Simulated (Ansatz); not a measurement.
Method: Ansatz 0.2.0, DFT PBE, scalar-relativistic, plane waves, PAW. Settings: cutoff 420 eV, Γ-centred meshes spaced at most about 0.3 Å⁻¹ (2π included), Gaussian smearing. No spin polarisation in the final relaxations.

All energies are static (0 K, no zero-point motion).

Compare these two cells of KBr, each relaxed at this level.

A.

```cif
data_structure
_symmetry_space_group_name_H-M 'P3m1'
_symmetry_Int_Tables_number 156
_cell_length_a 4.9736
_cell_length_b 4.9736
_cell_length_c 8.3119
_cell_angle_alpha 90.000
_cell_angle_beta 90.000
_cell_angle_gamma 120.000
_cell_volume 178.06
loop_
_atom_site_label
_atom_site_type_symbol
_atom_site_symmetry_multiplicity
_atom_site_Wyckoff_symbol
_atom_site_fract_x
_atom_site_fract_y
_atom_site_fract_z
_atom_site_occupancy
K1 K 1 a 0.00000 0.00000 0.24444 1
K2 K 1 c 0.66667 0.33333 0.79695 1
Br1 Br 1 b 0.33333 0.66667 0.97934 1
Br2 Br 1 c 0.66667 0.33333 0.42237 1
```

B.

```cif
data_structure
_symmetry_space_group_name_H-M 'Fm-3m'
_symmetry_Int_Tables_number 225
_cell_length_a 6.7051
_cell_length_b 6.7051
_cell_length_c 6.7051
_cell_angle_alpha 90.000
_cell_angle_beta 90.000
_cell_angle_gamma 90.000
_cell_volume 301.45
loop_
_atom_site_label
_atom_site_type_symbol
_atom_site_symmetry_multiplicity
_atom_site_Wyckoff_symbol
_atom_site_fract_x
_atom_site_fract_y
_atom_site_fract_z
_atom_site_occupancy
K1 K 4 b 0.50000 0.00000 0.00000 1
Br1 Br 4 a 0.00000 0.00000 0.00000 1
```

Question: Which is lower in energy, and by how much?

Answer: B is lower, by 78 meV/atom. A has space group P3m1 (No. 156), 44.5 Å³/atom and a gap of 3.81 eV on its mesh; B has the rock salt type, space group Fm-3m (No. 225), 37.7 Å³/atom and a gap of 4.31 eV. Counting Br atoms around K (those within 1.25 times the shortest such distance or 1.15 times the sum of covalent radii, 1.27 where that leaves under three; a plus sign parts nearer from farther groups; a slash parts the counts of unlike sites), A has K 4/3+3 and B has K 6. The denser one is the lower, and pressure would at first widen the difference. In A, around K on its first site lie 3 Br at 3.23 Å and 3 Br at 3.62 Å; K on its second site is surrounded by 4 Br at 3.11–3.25 Å; Br on its first site is surrounded by 3 K at 3.25 Å and 3 K at 3.62 Å; 1 more site not described. In B, K has 6 Br at 3.35 Å; around Br lie 6 K at 3.35 Å. Both come from invented guesses. The part of the Crystallography Open Database at hand lists KBr in space group No. 225; sharing a group (Fm-3m) doesn't make a cell the listed structure.

Kohn–Sham gaps at this level usually fall short of measured ones. Cells relaxed within their symmetry can be saddle points. The Fm-3m cell of KBr came from shaking the P3m1 one.
